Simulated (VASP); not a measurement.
# Re (Im-3m) in VASP: a series of runs, part 2 of 2

VASP 6.6.1.

## 3. Single point, RPBE

Input file INCAR:

```
PREC = Accurate ; ENCUT = 520
EDIFF = 1E-7 ; ISMEAR = -1
SIGMA = 0.1 ; LREAL = F
LASPH = T ; NELM = 60
ALGO = Normal ; ISIF = 2
LWAVE = F ; LCHARG = F
GGA = RP ; NBANDS = 10
```

Input file KPOINTS:

```
regular mesh
0
Gamma
  14 14 14
```

Input file POSCAR:

```
Re
1.0
   -1.5623284105      1.5623284105      1.5623284105
    1.5623284105     -1.5623284105      1.5623284105
    1.5623284105      1.5623284105     -1.5623284105
Re
1
Direct
    0.0000000000      0.0000000000      0.0000000000
```

Potentials or basis: VASP PAW PBE potentials, release 64 (Re).

The run is started by

```sh
$ cat potpaw_PBE.64/Re/POTCAR > POTCAR
$ mpirun -np 1 vasp_std > vasp.out
```

OUTCAR:

```text
PREC = Accurate
   ENCUT = 520
   EDIFF = 1E-7
   ISMEAR = -1
   LREAL = F
   LASPH = T
   NELM = 60
   ISIF = 2
   GGA = RP

 ion  position               nearest neighbor table
   1  0.000  0.000  0.000-

  LATTYP: Found a body centered cubic cell.
 ALAT       =     3.1246568210

  Lattice vectors:

 A1 = (  -1.5623284105,   1.5623284105,   1.5623284105)
 A2 = (   1.5623284105,  -1.5623284105,   1.5623284105)
 A3 = (   1.5623284105,   1.5623284105,  -1.5623284105)

Analysis of symmetry for initial positions (statically):
=====================================================================
 Subroutine PRICEL returns:
 Original cell was already a primitive cell.

 Routine SETGRP: Setting up the symmetry group for a
 body centered cubic supercell.

 Subroutine GETGRP returns: Found 48 space group operations
 (whereof 48 operations were pure point group operations)
 out of a pool of 48 trial point group operations.

The static configuration has the point symmetry O_h .

Analysis of symmetry for dynamics (positions and initial velocities):
=====================================================================
 Subroutine PRICEL returns:
 Original cell was already a primitive cell.

 Routine SETGRP: Setting up the symmetry group for a
 body centered cubic supercell.

 Subroutine GETGRP returns: Found 48 space group operations
 (whereof 48 operations were pure point group operations)
 out of a pool of 48 trial point group operations.

The dynamic configuration has the point symmetry O_h .

 Subroutine INISYM returns: Found 48 space group operations
 (whereof 48 operations are pure point group operations),
 and found     1 'primitive' translations

----------------------------------------------------------------------------------------

                                     Primitive cell

  volume of cell :      15.2538

  direct lattice vectors                    reciprocal lattice vectors
    -1.562328410  1.562328410  1.562328410     0.000000000  0.320035145  0.320035145
     1.562328410 -1.562328410  1.562328410     0.320035145  0.000000000  0.320035145
     1.562328410  1.562328410 -1.562328410     0.320035145  0.320035145  0.000000000

  length of vectors
     2.706032185  2.706032185  2.706032185     0.452598043  0.452598043  0.452598043

  position of ions in fractional coordinates (direct lattice)
     0.000000000  0.000000000  0.000000000

  ion indices of the primitive-cell ions
   primitive index   ion index
                 1           1

----------------------------------------------------------------------------------------

 KPOINTS: regular mesh

Automatic generation of k-mesh.
 Grid dimensions read from file:
 generate k-points for:   14   14   14

 Generating k-lattice:

  Cartesian coordinates                     Fractional coordinates (reciprocal lattice)
     0.000000000  0.022859653  0.022859653     0.071428571  0.000000000  0.000000000
     0.022859653  0.000000000  0.022859653     0.000000000  0.071428571  0.000000000
     0.022859653  0.022859653  0.000000000     0.000000000  0.000000000  0.071428571

  Length of vectors
     0.032328432  0.032328432  0.032328432

  Shift w.r.t. Gamma in fractional coordinates (k-lattice)
     0.000000000  0.000000000  0.000000000

 Subroutine IBZKPT returns following result:
 ===========================================

 Found    104 irreducible k-points:

 Following reciprocal coordinates:
            Coordinates               Weight
  0.000000  0.000000  0.000000      1.000000
  0.071429  0.000000  0.000000     12.000000
  0.142857  0.000000  0.000000     12.000000
  0.214286  0.000000  0.000000     12.000000
  0.285714  0.000000  0.000000     12.000000
  0.357143  0.000000  0.000000     12.000000
[... 16 lines left out ...]
  0.285714  0.285714  0.000000     24.000000
  0.357143  0.285714  0.000000     24.000000
 [... further k-points ...]
   k-points           NKPTS =    104   k-points in BZ     NKDIM =    104   number of bands    NBANDS=     10
   number of dos      NEDOS =    301   number of ions     NIONS =      1
   total plane-waves  NPLWV =   8000
   dimension x,y,z NGX =    20 NGY =   20 NGZ =   20
   dimension x,y,z NGXF=    40 NGYF=   40 NGZF=   40
   ions per type =               1
   NGX,Y,Z   is equivalent  to a cutoff of  12.29, 12.29, 12.29 a.u.
   NGXF,Y,Z  is equivalent  to a cutoff of  24.57, 24.57, 24.57 a.u.
 SYSTEM =  unknown system
   PREC   = accura    normal or accurate (medium, high low for compatibility)
   ISTART =      0    job   : 0-new  1-cont  2-samecut
   ICHARG =      2    charge: 1-file 2-atom 10-const
   ISPIN  =      1    spin polarized calculation?
   LNONCOLLINEAR =      F non collinear calculations
   LSORBIT =      F    spin-orbit coupling
   LASPH  =      T    aspherical Exc in radial PAW
   ENCUT  =  520.0 eV  38.22 Ry    6.18 a.u.   5.03  5.03  5.03*2*pi/ulx,y,z
   NELM   =     60;   NELMIN=  2; NELMDL= -5     # of ELM steps
   EDIFF  = 0.1E-06   stopping-criterion for ELM
   LREAL  =      F    real-space projection
   EDIFFG = 0.1E-05   stopping-criterion for IOM
   NSW    =      0    number of steps for IOM
   IBRION =     -1    ionic relax: 0-MD 1-quasi-New 2-CG
   NFREE  =      0    steps in history (QN), initial steepest desc. (CG)
   ISIF   =      2    stress and relaxation
   ISYM   =      2    0-nonsym 1-usesym 2-fastsym
   POTIM  = 0.5000    time-step for ionic-motion
   TEBEG  =    0.0;   TEEND  =   0.0 temperature during run
   PSTRESS=    0.0 pullay stress
   NELECT =       7.0000    total number of electrons
   NUPDOWN=      -1.0000    fix difference up-down
   EMIN   =  10.00;   EMAX   =-10.00  energy-range for DOS
   EFERMI =   0.00;   METHOD = LEGACY
   ISMEAR =    -1;   SIGMA  =   0.10  broadening in eV -4-tet -1-fermi 0-gaus
   EFERMI_NEDOS =   21; number of points for ismear=-14 and -15
   IALGO  =     38    algorithm
   IMIX   =      4    mixing-type and parameters
     AMIX     =   0.40;   BMIX     =  1.00
     AMIX_MAG =   1.60;   BMIX_MAG =  1.00
  volume/ion in A,a.u.               =      15.25       102.94
  Fermi-wavevector in a.u.,A,eV,Ry     =   1.262744  2.386239 21.694781  1.594521
  Thomas-Fermi vector in A             =   2.396136
   LORBIT       =      0    0 simple, 1 ext, 2 COOP (PROOUT), +10 PAW based schemes
   GGA     = RP    functional components
   LHFCALC =     F    Hartree Fock is set to
   AEXX    =    0.0000 exact exchange contribution
   IVDW    =     0    specifies the selected vdW correction
   LEPSILON=     F    determine dielectric tensor
   LRPA    =     F    only Hartree local field effects (RPA)
 non-spin polarized calculation
  energy-cutoff  :      520.00
  volume of cell :       15.25
 maximum number of plane-waves:       422
   NGX =  9   NGY =  9   NGZ =  9

 number of electron       7.0000000 magnetization

 Free energy of the ion-electron system (eV)
  ---------------------------------------------------
  ext. energy  EPLUGINS =         0.00000000
  ---------------------------------------------------
  free energy    TOTEN  =       -11.53319617 eV

  energy without entropy =      -11.49769961  energy(sigma->0) =      -11.51544789

 E-fermi :   8.4546     XC(G=0): -13.5056

 val. band max:        8.4266419962   @ k =  -0.4286  -0.4286   0.1429
 cond. band min:       8.4698741022   @ k =   0.2143   0.2143   0.0000
 fundamental gap:      0.0432321059
 Fermi energy:         8.4545746381

 k-point     1 :       0.0000    0.0000    0.0000
  band No.  band energies     occupation
      1      -2.0751      2.00000
      2       5.8227      2.00000
      3       5.8227      2.00000
      4       5.8227      2.00000
      5       9.1686      0.00158
      6       9.1686      0.00158
      7      23.8741      0.00000
      8      23.8741      0.00000
      9      23.8741      0.00000
     10      35.5133      0.00000
[... 287 lines left out ...]
 k-point    24 :       0.3571    0.2857    0.0000
  band No.  band energies     occupation
      1       2.9082      2.00000
      2       4.3197      2.00000
      3       5.0496      2.00000
      4       9.3778      0.00020
      5       9.9161      0.00000
      6      15.8822      0.00000
      7      17.2239      0.00000
      8      19.4724      0.00000
      9      25.3272      0.00000
     10      30.7023      0.00000

 [... further k-points ...]

------------------------ aborting loop because EDIFF is reached ----------------------------------------

  FORCE on cell =-STRESS in cart. coord.  units (eV):
  Direction    XX          YY          ZZ          XY          YZ          ZX
  --------------------------------------------------------------------------------------
  -------------------------------------------------------------------------------------
  Total       -0.0633127     -0.0633127     -0.0633127      0.0000000      0.0000000      0.0000000
  in kB       -6.6500469     -6.6500469     -6.6500469      0.0000000      0.0000000      0.0000000
  external PRESSURE =      -6.6500469 kB  Pullay stress =       0.0000000 kB

 VOLUME and BASIS-vectors are now :
 -----------------------------------------------------------------------------
  energy-cutoff  :      520.00
  volume of cell :       15.25
      direct lattice vectors                 reciprocal lattice vectors
    -1.562328410  1.562328410  1.562328410     0.000000000  0.320035145  0.320035145
     1.562328410 -1.562328410  1.562328410     0.320035145  0.000000000  0.320035145
     1.562328410  1.562328410 -1.562328410     0.320035145  0.320035145  0.000000000

 POSITION                                       TOTAL-FORCE (eV/Angst)
 -----------------------------------------------------------------------------------
      0.00000      0.00000      0.00000        -0.000000      0.000000      0.000000
 -----------------------------------------------------------------------------------
    total drift:                                0.000000      0.000000      0.000000

  FREE ENERGIE OF THE ION-ELECTRON SYSTEM (eV)
  ---------------------------------------------------
  free  energy   TOTEN  =       -11.5331961677 eV

  energy  without entropy=      -11.4976996081  energy(sigma->0) =      -11.51544789
```

stdout:

```text
POSCAR found type information on POSCAR Re
 POSCAR found :  1 types and       1 ions
 scaLAPACK will be used
 -----------------------------------------------------------------------------
|                                                                             |
|                                                                             |
|     You enforced a specific xc type in the INCAR file but a different       |
|     I HOPE YOU KNOW WHAT YOU ARE DOING!                                     |
|                                                                             |
 -----------------------------------------------------------------------------

 LDA part: xc-table for (Slater+PW92), standard interpolation
 POSCAR, INCAR and KPOINTS ok, starting setup
 FFT: planning ... GRIDC
 FFT: planning ... GRID_SOFT
 FFT: planning ... GRID
 WAVECAR not read
 entering main loop
```

Wall time 9.4 s (1 thread of Intel Xeon Platinum 8559C (Emerald Rapids), shared host); peak memory 0.13 GiB.

What came out:

```
Free energy            : -11.5332 eV
Pressure               : -0.7 GPa
Band gap on the k mesh : none (metal or under the smearing width)
```

Caveat: the PAW data sets were made with another functional, which shifts forces and pressure a little. The run has no spin-orbit coupling, so splittings on Re are missing.
